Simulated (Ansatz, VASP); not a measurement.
**FePt (Tetraferroplatinum): VASP beside Ansatz**

```xyz
2
Lattice="2.7052 0.0000 0.0000 0.0000 2.7052 0.0000 0.0000 0.0000 3.6950" Properties=species:S:1:pos:R:3 pbc="T T T"
Pt    1.3526    1.3526    1.8475
Fe    0.0000    0.0000    0.0000
```

Change from the starting cell: volume scaled by 0.98.

Alike in both runs: task single point; functional PBE; k mesh 10 × 10 × 7; occupations fermi-dirac, width 0.05 eV; collinear spin, ferromagnetic start.

|  | VASP | Ansatz |
| --- | --- | --- |
| version | VASP 6.6.1 | Ansatz 0.2.0 |
| potentials or method | VASP PAW PBE potentials, release 64 (Pt, Fe) | Ansatz PAW |
| plane-wave cutoff (eV) | 520 | 420 |
| valence electrons in the cell | 18 | 34 |

VASP gave:

```
gap on the k mesh at the Fermi level (eV)                     : none
pressure (GPa)                                                : 7.6
largest component of the traceless stress (GPa)               : 0.38
net moment per atom (μB)                                      : 1.62
size of the moment on the site where the two differ most (μB) : 0.33
```

Q: What did Ansatz give for the same quantities?

A: gap on the k mesh at the Fermi level (eV): none; pressure (GPa): 8.1; largest component of the traceless stress (GPa): 0.32; net moment per atom (μB): 1.62; size of the moment on the site where the two differ most (μB): 0.39.

Site moments also hang on the region over which each program counts them. A gap of «none» marks a metal or a gap that the smearing closes. The functional is the same, so the differences come from potentials, cutoffs and numerics. The two sets of potentials don't hold the same shells in valence.

The runs have no spin-orbit coupling, so splittings on Pt are missing.
